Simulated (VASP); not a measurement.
# Settings for BAs: density of states

BAs, F-43m (no. 216), 2 atoms in the cell. PBE; PAW potentials As, B (PBE set). VASP 6.6.1.

Wanted: density of states by 0.5 eV bins within 20 %; centre of the states within 12 eV below the valence top within 0.1 eV.

What the run is for: density of states; Accuracy asked: screening; k mesh of the density: 8 × 8 × 8.

POSCAR:
```
BAs
1.0
    0.0000000000      2.3885000000      2.3885000000
    2.3885000000      0.0000000000      2.3885000000
    2.3885000000      2.3885000000      0.0000000000
As B
1 1
Direct
    0.7500000000      0.7500000000      0.7500000000
    0.0000000000      0.0000000000      0.0000000000
```

The series start from Plane-wave cutoff (eV): 370; k-point mesh: 13 × 13 × 13; Energy points (NEDOS): 2001; Occupations for the DOS: ISMEAR=-5; Electronic threshold (eV): 1e-6; Precision mode (PREC): Accurate. Each series keeps the choices made before it, and each single choice may use up half of a tolerance. Times cover all steps of a run.

## Plane-wave cutoff (eV)

| Plane-wave cutoff (eV) | Density of states by 0.5 eV bins, largest deviation against the largest value | Centre of the states within 12 eV below the valence top (eV) | Time (s) |
|---|---|---|---|
| 260 | 3.9 % | -5.21 | 8.6 |
| 320 | 0.62 % | -5.21 | 9.9 |
| 370 | 0.013 % | -5.20 | 10 |
| 420 | 0.026 % | -5.21 | 14 |
| 510 (reference) | 0 % | -5.20 | 19 |

## k-point mesh

| k-point mesh | Density of states by 0.5 eV bins, largest deviation against the largest value | Centre of the states within 12 eV below the valence top (eV) | Time (s) |
|---|---|---|---|
| 6 × 6 × 6 | 27 % | -5.18 | 4.8 |
| 7 × 7 × 7 | 28 % | -5.19 | 5.4 |
| 9 × 9 × 9 | 15 % | -5.20 | 6.3 |
| 11 × 11 × 11 | 11 % | -5.21 | 7.5 |
| 13 × 13 × 13 | 8.9 % | -5.21 | 8.6 |
| 16 × 16 × 16 | 5.1 % | -5.21 | 9.3 |
| 19 × 19 × 19 | 1.6 % | -5.21 | 14 |
| 23 × 23 × 23 (reference) | 0 % | -5.22 | 23 |

## Energy points (NEDOS)

| Energy points (NEDOS) | Density of states by 0.5 eV bins, largest deviation against the largest value | Centre of the states within 12 eV below the valence top (eV) | Time (s) |
|---|---|---|---|
| 301 | 1.4 % | -5.19 | 8.5 |
| 501 | 0.84 % | -5.19 | 9.0 |
| 1001 | 0.31 % | -5.20 | 8.9 |
| 2001 | 0.14 % | -5.21 | 8.6 |
| 4001 (reference) | 0 % | -5.21 | 10 |

## Occupations for the DOS

| Occupations for the DOS | Density of states by 0.5 eV bins, largest deviation against the largest value | Centre of the states within 12 eV below the valence top (eV) | Time (s) |
|---|---|---|---|
| ISMEAR=-5 | 0 % | -5.19 | 8.5 |
| ISMEAR=-4 | 0 % | -5.19 | 8.8 |
| ISMEAR=0 SIGMA=0.05 | 16 % | -5.17 | 9.5 |
| ISMEAR=0 SIGMA=0.1 | 16 % | -5.18 | 8.8 |
| ISMEAR=-15 SIGMA=0.025 | 0 % | -5.19 | 7.9 |

## Electronic threshold (eV)

| Electronic threshold (eV) | Density of states by 0.5 eV bins, largest deviation against the largest value | Centre of the states within 12 eV below the valence top (eV) | Time (s) |
|---|---|---|---|
| 0.001 | 0.052 % | -5.19 | 8.5 |
| 0.0001 | 0.052 % | -5.19 | 8.0 |
| 1e-5 | 0 % | -5.19 | 8.4 |
| 1e-6 (reference) | 0 % | -5.19 | 8.5 |

## Precision mode (PREC)

| Precision mode (PREC) | Density of states by 0.5 eV bins, largest deviation against the largest value | Centre of the states within 12 eV below the valence top (eV) | Time (s) |
|---|---|---|---|
| Normal | 0.026 % | -5.19 | 5.5 |
| Accurate (reference) | 0 % | -5.19 | 8.5 |

## Question

The rows run from the loosest to the tightest (no order: occupations for the DOS). For each series: choose the loosest value from which every tighter one stays within half of the tolerance; where there is no order, keep the first row unless others stay within half of the tolerance and take at least 30 % less time, and then take the fastest.

## Answer

- Plane-wave cutoff (eV): 260
- k-point mesh: 13 × 13 × 13
- Energy points (NEDOS): 301
- Occupations for the DOS: ISMEAR=-5
- Electronic threshold (eV): 0.001
- Precision mode (PREC): Normal

## All choices together

| Input | Density of states by 0.5 eV bins, largest deviation against the largest value | Centre of the states within 12 eV below the valence top (eV) | Time (s) |
|---|---|---|---|
| defaults for smearing, thresholds and mesh (naive) | 65 % | -5.21 | 5.6 |
| chosen settings | 8.7 % | -5.19 | 5.5 |
| reference settings throughout | 0 % | -5.21 | 67 |

The tolerance is met.

## The input

INCAR.step1:
```
GGA = PE ; ISMEAR = 0
SIGMA = 0.03 ; LWAVE = F
LCHARG = T ; NBANDS = 20
PREC = Normal ; LASPH = T
LREAL = F ; ALGO = Normal
EDIFF = 0.001 ; NELM = 120
GGA_COMPAT = F ; ENCUT = 260
EFERMI = MIDGAP
```

INCAR.step2, as INCAR.step1 but for:
```
- ISMEAR = 0
- SIGMA = 0.03
- LCHARG = T
+ ISMEAR = -5
+ LCHARG = F
+ NEDOS = 301
+ LORBIT = 11
+ EMIN = -7.2714
+ EMAX = 14.7286
+ ICHARG = 11
```

KPOINTS.step1:
```
k-points
0
Gamma
  8 8 8
```

KPOINTS.step2:
```
Automatic mesh
0
Gamma
  13 13 13
  0 0 0
```

Commands (each step's output is kept before the next begins):
```
cat potpaw_PBE.64/As/POTCAR potpaw_PBE.64/B/POTCAR > POTCAR
cp INCAR.step1 INCAR
cp KPOINTS.step1 KPOINTS
mpirun -np 1 vasp_std > vasp.out
cp INCAR.step2 INCAR
cp KPOINTS.step2 KPOINTS
mpirun -np 1 vasp_std > vasp.out
```

Limits: The window of 12 eV cuts through a band, so the centre of the states depends on that edge.

The chosen input took VASP 6.6.1 5.5 s on 1 core (Intel Xeon 6975P-C (Granite Rapids)), a shared host.

## An input that fails: tetrahedra on too few k points

VASP's message: IBZKPT: tetrahedron method fails for NKPT<4. NKPT = 1.

k mesh: 13 × 13 × 13 becomes 1 × 1 × 1.

Changes against the starting input:
```
(step 2)
- NELM = 120
+ NELM = 75
```
